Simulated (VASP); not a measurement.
# BN (P6_3/mmc) in VASP: phonons with r2SCAN

Aim: the phonons of BN with r2SCAN.

Program: VASP 6.6.1. These are calculated values, not measurements. Logs are shortened: lines on timing, memory, paths and dates and some standing lists are left out, and cuts for length are marked.

### Step 1. The crystal as given

It takes space group P6_3/mmc (No. 194, hexagonal). The conventional cell has a = 2.498 Å, b = 2.498 Å, c = 6.636 Å, α = 90.00°, β = 90.00°, γ = 120.00°. B (site symmetry -6m2) has 3 N at 1.44 Å as nearest neighbours. N (site symmetry -6m2) has 3 B at 1.44 Å as nearest neighbours.

### Step 2. Phonons, r2SCAN

The input, POSCAR:

```
BN
1.0
    2.4982400000      0.0000000000      0.0000000000
   -1.2491200000      2.1635393000      0.0000000000
    0.0000000000      0.0000000000      6.6357000000
B N
2 2
Direct
    0.3333333300      0.6666666700      0.2500000000
    0.6666666700      0.3333333300      0.7500000000
    0.3333333300      0.6666666700      0.7500000000
    0.6666666700      0.3333333300      0.2500000000
```

The input, INCAR.step1:

```
  ALGO = Normal
  EDIFF = 1E-8
  EDIFFG = -0.002
  ENCUT = 600
  IBRION = 2
  ISIF = 3
  ISMEAR = 0
  LASPH = True
  LCHARG = False
  LMIXTAU = True
  LREAL = False
  LWAVE = False
  METAGGA = R2SCAN
  NELM = 80
  NSW = 40
  PREC = Accurate
  SIGMA = 0.02
```

The input, INCAR.step2:

```
  ALGO = Normal
  EDIFF = 1E-8
  ENCUT = 600
  IBRION = 6
  ISIF = 2
  ISMEAR = 0
  LASPH = True
  LCHARG = False
  LMIXTAU = True
  LREAL = False
  LWAVE = False
  METAGGA = R2SCAN
  NELM = 80
  NFREE = 2
  NSW = 1
  POTIM = 0.015
  PREC = Accurate
  SIGMA = 0.02
```

The input, KPOINTS:

```
k-points
0
Gamma
  12 12 4
```

Potentials or basis: VASP PAW PBE potentials, release 64 (B, N).

Launch:

```
$ cat potpaw_PBE.64/B/POTCAR potpaw_PBE.64/N/POTCAR > POTCAR
$ cp INCAR.step1 INCAR
$ mpirun -np 1 vasp_std > vasp.out
$ cp CONTCAR POSCAR
$ cp INCAR.step2 INCAR
$ mpirun -np 1 vasp_std > vasp.out
```

OUTCAR:

```text
EDIFF = 1E-8
   ENCUT = 600
   IBRION = 6
   ISIF = 2
   ISMEAR = 0
   LASPH = True
   LREAL = False
   METAGGA = R2SCAN
   NELM = 80
   NFREE = 2
   NSW = 1
   POTIM = 0.015
   PREC = Accurate

 ion  position               nearest neighbor table
   1  0.333  0.667  0.250-   4 1.44   4 1.44   4 1.44
   2  0.667  0.333  0.750-   3 1.44   3 1.44   3 1.44
   3  0.333  0.667  0.750-   2 1.44   2 1.44   2 1.44
   4  0.667  0.333  0.250-   1 1.44   1 1.44   1 1.44

  LATTYP: Found a hexagonal cell.
 ALAT       =     2.5025382576
 C/A-ratio  =     2.7342062397

  Lattice vectors:

 A1 = (   2.5025382576,   0.0000000000,   0.0000000000)
 A2 = (  -1.2512691288,   2.1672617002,   0.0000000000)
 A3 = (   0.0000000000,   0.0000000000,   6.8424557190)

Analysis of symmetry for initial positions (statically):
=====================================================================
 Subroutine PRICEL returns:
 Original cell was already a primitive cell.

 Routine SETGRP: Setting up the symmetry group for a
 hexagonal supercell.

 Subroutine GETGRP returns: Found 24 space group operations
 (whereof 12 operations were pure point group operations)
 out of a pool of 24 trial point group operations.

The static configuration has the point symmetry D_3d.
 The point group associated with its full space group is D_6h.

Analysis of symmetry for dynamics (positions and initial velocities):
=====================================================================
 Subroutine PRICEL returns:
 Original cell was already a primitive cell.

 Routine SETGRP: Setting up the symmetry group for a
 hexagonal supercell.

 Subroutine GETGRP returns: Found 24 space group operations
 (whereof 12 operations were pure point group operations)
 out of a pool of 24 trial point group operations.

The dynamic configuration has the point symmetry D_3d.
 The point group associated with its full space group is D_6h.

 Subroutine INISYM returns: Found 24 space group operations
 (whereof 12 operations are pure point group operations),
 and found     1 'primitive' translations

----------------------------------------------------------------------------------------

                                     Primitive cell

  volume of cell :      37.1111

  direct lattice vectors                    reciprocal lattice vectors
     2.502538258  0.000000000  0.000000000     0.399594291  0.230705872  0.000000000
    -1.251269129  2.167261700  0.000000000     0.000000000  0.461411744  0.000000000
     0.000000000  0.000000000  6.842455719     0.000000000  0.000000000  0.146146360

  length of vectors
     2.502538258  2.502538253  6.842455719     0.461411743  0.461411744  0.146146360

  position of ions in fractional coordinates (direct lattice)
     0.333333330  0.666666670  0.250000000
     0.666666670  0.333333330  0.750000000
     0.333333330  0.666666670  0.750000000
     0.666666670  0.333333330  0.250000000

  ion indices of the primitive-cell ions
   primitive index   ion index
                 1           1
                 2           2
                 3           3
                 4           4

----------------------------------------------------------------------------------------

 KPOINTS: k-points

Automatic generation of k-mesh.
 Grid dimensions read from file:
 generate k-points for:   12   12    4

 Generating k-lattice:
[... 75 lines left out ...]
   EMIN   =  10.00;   EMAX   =-10.00  energy-range for DOS
   EFERMI =   0.00;   METHOD = LEGACY
   ISMEAR =     0;   SIGMA  =   0.02  broadening in eV -4-tet -1-fermi 0-gaus
   EFERMI_NEDOS =   21; number of points for ismear=-14 and -15
   IALGO  =     38    algorithm
   IMIX   =      4    mixing-type and parameters
     AMIX     =   0.40;   BMIX     =  1.00
     AMIX_MAG =   1.60;   BMIX_MAG =  1.00
  volume/ion in A,a.u.               =       9.28        62.61
  Fermi-wavevector in a.u.,A,eV,Ry     =   1.236745  2.337109 20.810628  1.529538
  Thomas-Fermi vector in A             =   2.371341
   LORBIT       =      0    0 simple, 1 ext, 2 COOP (PROOUT), +10 PAW based schemes
   METAGGA = R2SCAN    functional components
   LHFCALC =     F    Hartree Fock is set to
   AEXX    =    0.0000 exact exchange contribution
   IVDW    =     0    specifies the selected vdW correction
   LEPSILON=     F    determine dielectric tensor
   LRPA    =     F    only Hartree local field effects (RPA)
 finite differences with symmetry
 non-spin polarized calculation
 Gauss-broadening in eV      SIGMA  =   0.02
  energy-cutoff  :      600.00
  volume of cell :       37.11
 maximum number of plane-waves:      1272
 NGX is ok and might be reduce to    20
   NGX =  9   NGY =  9   NGZ = 27

--------------------------------------- Ionic step        1  -------------------------------------------

 number of electron      15.9999998 magnetization

 Free energy of the ion-electron system (eV)
  ---------------------------------------------------
  ext. energy  EPLUGINS =         0.00000000
  ---------------------------------------------------
  free energy    TOTEN  =       -38.59992329 eV

  energy without entropy =      -38.59992329  energy(sigma->0) =      -38.59992329

------------------------ aborting loop because EDIFF is reached ----------------------------------------

  FORCE on cell =-STRESS in cart. coord.  units (eV):
  Direction    XX          YY          ZZ          XY          YZ          ZX
  --------------------------------------------------------------------------------------
  -------------------------------------------------------------------------------------
  Total       -0.0004357     -0.0004357     -0.0016376     -0.0000000      0.0000000     -0.0000000
  in kB       -0.0188115     -0.0188115     -0.0707006     -0.0000000      0.0000000     -0.0000000
  external PRESSURE =      -0.0361079 kB  Pullay stress =       0.0000000 kB
[... 291 lines left out ...]
--------------------------------------- Ionic step        9  -------------------------------------------

 number of electron      15.9999999 magnetization

 Free energy of the ion-electron system (eV)
  ---------------------------------------------------
  ext. energy  EPLUGINS =         0.00000000
  ---------------------------------------------------
  free energy    TOTEN  =       -38.59828995 eV

  energy without entropy =      -38.59828995  energy(sigma->0) =      -38.59828995

 E-fermi :   1.9376     XC(G=0): -10.5396

 val. band max:        1.7812568051   @ k =   0.3333   0.3333   0.5000
 cond. band min:       6.6964424970   @ k =   0.5000  -0.0000   0.0000
 fundamental gap:      4.9151856919
 Fermi energy:         1.9376441241

 k-point     1 :       0.0000    0.0000    0.0000
  band No.  band energies     occupation
      1     -16.9951      2.00000
      2     -16.7651      2.00000
      3      -4.4772      2.00000
      4      -2.5862      2.00000
      5       0.4304      2.00000
      6       0.4304      2.00000
      7       0.4592      2.00000
      8       0.4592      2.00000
      9       7.2055      0.00000
     10      12.4501      0.00000
     11      14.1058      0.00000
     12      14.1058      0.00000
[... 331 lines left out ...]
 k-point    24 :       0.3333    0.0000    0.2500
  band No.  band energies     occupation
      1     -14.9199      2.00000
      2     -14.8039      2.00000
      3      -5.3936      2.00000
      4      -5.3493      2.00000
      5      -1.9181      2.00000
      6      -1.8838      2.00000
      7      -1.3731      2.00000
      8      -0.3013      2.00000
      9       9.3029      0.00000
     10       9.8799      0.00000
     11      11.2231      0.00000
     12      12.7455      0.00000

 [... further k-points ...]

------------------------ aborting loop because EDIFF is reached ----------------------------------------

  FORCE on cell =-STRESS in cart. coord.  units (eV):
  Direction    XX          YY          ZZ          XY          YZ          ZX
  --------------------------------------------------------------------------------------
  -------------------------------------------------------------------------------------
  Total       -0.0011575     -0.0011575     -0.0052062      0.0000000      0.0000000      0.0000000
  in kB       -0.0499700     -0.0499700     -0.2247642      0.0000000      0.0000000      0.0000000
  external PRESSURE =      -0.1082347 kB  Pullay stress =       0.0000000 kB
[... 19 lines left out ...]
  FREE ENERGIE OF THE ION-ELECTRON SYSTEM (eV)
  ---------------------------------------------------
  free  energy   TOTEN  =       -38.5982899498 eV

  energy  without entropy=      -38.5982899498  energy(sigma->0) =      -38.59828995

 INTERNAL STRAIN TENSORS FROM DISPLACED ATOMS
 ============================================

 INTERNAL STRAIN TENSOR FOR ION    1 for displacements in x,y,z  (eV/Angst):
          X           Y           Z          XY          YZ          ZX
  --------------------------------------------------------------------------------
  x     0.00000     0.00000     0.00000   -11.86039     0.00000     0.00000
  y   -11.86039    11.86039    -0.00000     0.00000     0.00000     0.00000
  z     0.00000     0.00000    -0.00000     0.00000     0.00000     0.00000

 INTERNAL STRAIN TENSOR FOR ION    4 for displacements in x,y,z  (eV/Angst):
          X           Y           Z          XY          YZ          ZX
  --------------------------------------------------------------------------------
  x    -0.00000    -0.00000     0.00000    12.00329     0.00000     0.00000
  y    12.00329   -12.00329    -0.00000     0.00000     0.00000     0.00000
  z    -0.00000    -0.00000    -0.00000     0.00000     0.00000     0.00000

 Eigenvectors and eigenvalues of the dynamical matrix
 ----------------------------------------------------

   1 f  =   40.812405 THz   256.431904 2PiTHz 1361.355296 cm-1   168.786469 meV
             X         Y         Z           dx          dy          dz
     -0.000000  1.444841  1.710614     0.530956   -0.000000   -0.000000
      1.251269  0.722421  5.131842    -0.530956    0.000000   -0.000000
     -0.000000  1.444841  5.131842     0.466996   -0.000000   -0.000000
      1.251269  0.722421  1.710614    -0.466996    0.000000   -0.000000
[... 71 lines left out ...]
  12 f/i=    0.001373 THz     0.008627 2PiTHz    0.045797 cm-1     0.005678 meV
             X         Y         Z           dx          dy          dz
     -0.000000  1.444841  1.710614    -0.000000    0.000000    0.466784
      1.251269  0.722421  5.131842    -0.000000    0.000000    0.466784
     -0.000000  1.444841  5.131842    -0.000000    0.000000    0.531142
      1.251269  0.722421  1.710614    -0.000000    0.000000    0.531142

 ELASTIC MODULI CONTR FROM IONIC RELAXATION (kBar)
 Direction    XX          YY          ZZ          XY          YZ          ZX
 --------------------------------------------------------------------------------
 XX        -305.4007    305.4007      0.0000     -0.0000     -0.0000      0.0000
 YY         305.4007   -305.4007     -0.0000      0.0000      0.0000      0.0000
 ZZ           0.0000     -0.0000     -0.0000      0.0000      0.0000      0.0000
 XY          -0.0000      0.0000      0.0000   -305.4007      0.0000      0.0000
 YZ          -0.0000      0.0000      0.0000      0.0000     -0.0000      0.0000
 ZX           0.0000      0.0000      0.0000      0.0000      0.0000      0.0000
 --------------------------------------------------------------------------------
```

Wall time 61 min (1 thread of Intel Xeon Platinum 8175M at 2.50GHz (Skylake/Cascade Lake), shared host); peak memory 0.34 GiB.

What came out:

| Quantity | Value |
| --- | --- |
| Relaxed volume | 9.28 Å³/atom |
| Relaxed cell | a = 2.503 Å, b = 2.503 Å, c = 6.842 Å, α = 90.00°, β = 90.00°, γ = 120.00° |
| Space group after relaxing (to 0.05 Å) | P6_3/mmc (No. 194) |
| Highest phonon frequency at Γ, LO-TO splitting left out | 1361 cm⁻¹ |

The path:
```csv
step,energy change (eV),largest force (eV/Å),pressure (GPa),volume (Å³)
1,0.0000,0.0000,1.57,35.87
2,0.0019,0.0000,-2.28,36.32
3,-0.0009,0.0000,0.16,36.03
4,-0.0012,0.0000,0.15,36.10
5,-0.0021,0.0000,0.12,36.32
6,-0.0032,0.0000,0.08,36.76
7,-0.0029,0.0000,0.03,37.63
8,-0.0034,0.0000,0.05,37.13
9,-0.0034,0.0000,0.05,37.10
10,-0.0033,0.0000,-0.45,37.17
11,-0.0034,0.0000,0.00,37.11
```

Final structure:
```yaml
crystal:
  lattice:
    - [2.50254, 0.00000, 0.00000]
    - [-1.25127, 2.16726, 0.00000]
    - [0.00000, 0.00000, 6.84246]
  atoms:
    - { symbol: B, position: [0.33333, 0.66667, 0.25000] }
    - { symbol: B, position: [0.66667, 0.33333, 0.75000] }
    - { symbol: N, position: [0.33333, 0.66667, 0.75000] }
    - { symbol: N, position: [0.66667, 0.33333, 0.25000] }
```

Phonon frequencies in cm⁻¹ (negative: imaginary):
| q point | frequencies |
| --- | --- |
| (0.000, 0.000, 0.000) | 0 0 0 40 40 98 773 825 1361 1361 1361 1361 |

Caveat: the PAW data sets were made with another functional, which shifts forces and pressure a little.
